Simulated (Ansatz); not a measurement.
`O[SiH2]O` + `F[C](F)F`• → `[O][SiH2]O`• + `FC(F)F`  (hydrogen abstraction from the O–H bond)

Program: Ansatz. Geometries: PBE0-D4/def2-TZVP. ΔE: electronic, gas phase. CBS: MP2 limit from def2 TZ/QZ plus the TZ coupled-cluster correction, frozen cores. This one scheme is used for every species. Functionals use def2-TZVPP. B3LYP here is the variant with VWN-RPA as its local correlation; programs differ in this. No spin–orbit coupling; open shells (•) take unrestricted orbitals. Each species was taken in one conformer, which may not be the lowest.

`O[SiH2]O`:

Z-matrix (Å, degrees):
```
Si
O 1 1.642
O 1 1.642 2 113.5
H 1 1.481 2 111.5 3 116.9
H 1 1.481 2 103.8 3 -121.2
H 2 0.958 1 117.7 3 -66.0
H 3 0.958 1 117.7 2 -66.0
```

`F[C](F)F`•:

Cartesian coordinates in Å:
```
F 0.473 -0.346 1.111
C 0.211 -0.134 -0.158
F 0.254 1.145 -0.448
F -0.939 -0.665 -0.504
```

`[O][SiH2]O`•:

Cartesian coordinates in Å:
```
O -1.448 -0.458 0.870
Si -0.065 0.225 0.291
O 0.880 -0.698 -0.667
H -0.682 1.373 -0.441
H 0.810 0.633 1.412
H 0.506 -1.074 -1.465
```

`FC(F)F`:

```xyz
5

F    -1.202   -0.009   -0.524
C    -0.002   -0.032    0.051
F     0.866   -0.570   -0.804
F     0.372    1.222    0.300
H    -0.034   -0.611    0.977
```

| level | ΔE (kJ/mol) | difference from CCSD(T)/CBS |
| --- | --- | --- |
| LDA (SPW92) | 63.1 | 6.9 |
| PBE-D4 | 50.0 | -6.2 |
| revPBE-D4 | 46.5 | -9.7 |
| BLYP-D4 | 42.3 | -13.9 |
| r2SCAN-D4 | 52.3 | -3.9 |
| B97M-V | 34.3 | -21.9 |
| PBE0-D4 | 51.5 | -4.7 |
| B3LYP-D4 | 45.6 | -10.6 |
| r2SCANh-D4 | 52.6 | -3.6 |
| r2SCAN0-D4 | 51.5 | -4.7 |
| BHLYP-D4 | 36.4 | -19.8 |
| CAM-B3LYP-D4 | 50.6 | -5.6 |
| ωB97X-V | 47.2 | -9.0 |
| ωB97M-V | 45.6 | -10.6 |
| B2PLYP | 54.3 | -1.9 |
| PBE-QIDH | 57.9 | 1.7 |
| PBE | 49.6 | -6.6 |
| revPBE | 46.0 | -10.2 |
| BLYP | 41.5 | -14.7 |
| B3LYP | 44.9 | -11.3 |
| r2SCANh | 52.5 | -3.7 |
| r2SCAN0 | 51.4 | -4.8 |
| BHLYP | 35.8 | -20.4 |
| LC-ωPBE | 60.8 | 4.6 |
| RPA@PBE/def2-TZVPP | 40.3 | -15.9 |
| HF/def2-SVP | 6.0 | -50.2 |
| MP2/def2-SVP | 69.6 | 13.4 |
| CCSD/def2-SVP | 42.1 | -14.1 |
| CCSD(T)/def2-SVP | 43.9 | -12.3 |
| HF/def2-TZVPP | 9.8 | -46.4 |
| MP2/def2-TZVPP | 77.5 | 21.3 |
| SCS-MP2/def2-TZVPP | 60.9 | 4.7 |
| CCSD/def2-TZVPP | 46.0 | -10.2 |
| CCSD(T)/def2-TZVPP | 49.9 | -6.3 |
| HF/def2-QZVPP | 10.9 | -45.3 |
| MP2/def2-QZVPP | 81.5 | 25.3 |
| SCS-MP2/def2-QZVPP | 64.6 | 8.4 |
| HF/CBS(def2) | 11.0 | -45.2 |
| MP2/CBS(def2) | 83.8 | 27.6 |
| CCSD/CBS(def2) | 52.2 | -4.0 |
| CCSD(T)/CBS | 56.2 | 0 |

Task: What do rigid-rotor, harmonic-oscillator terms from PBE0-D4/def2-TZVP frequencies (298.15 K, 1 bar) make of the CCSD(T)/CBS value? (An estimate is asked.)

Result: Computed: ΔZPE = +0.3 kJ/mol, ΔH = +56.0 kJ/mol, ΔS = 3 J/(mol·K), ΔG = +55.1 kJ/mol. Open shells count their whole term as degenerate.

Largest T1 diagnostic among the species: 0.019.

In def2-TZVPP, CCSD(T) changes the Hartree–Fock value by +40.1 kJ/mol (the triples alone add +3.9 kJ/mol) and MP2 by +67.7 kJ/mol. At CCSD(T), def2-SVP lies −12.3 kJ/mol from the extrapolated value and def2-TZVPP −6.3 kJ/mol. Leaving LDA and LC-ωPBE aside and taking each functional with its dispersion term where it has one, the values spread over 23.6 kJ/mol, from B97M-V to PBE-QIDH. LDA lies +13.5 kJ/mol from PBE without D4.

CCSD(T)/CBS has its own doubt, a few kJ/mol and more with outer-core shells, so smaller differences from it don't rank the levels.
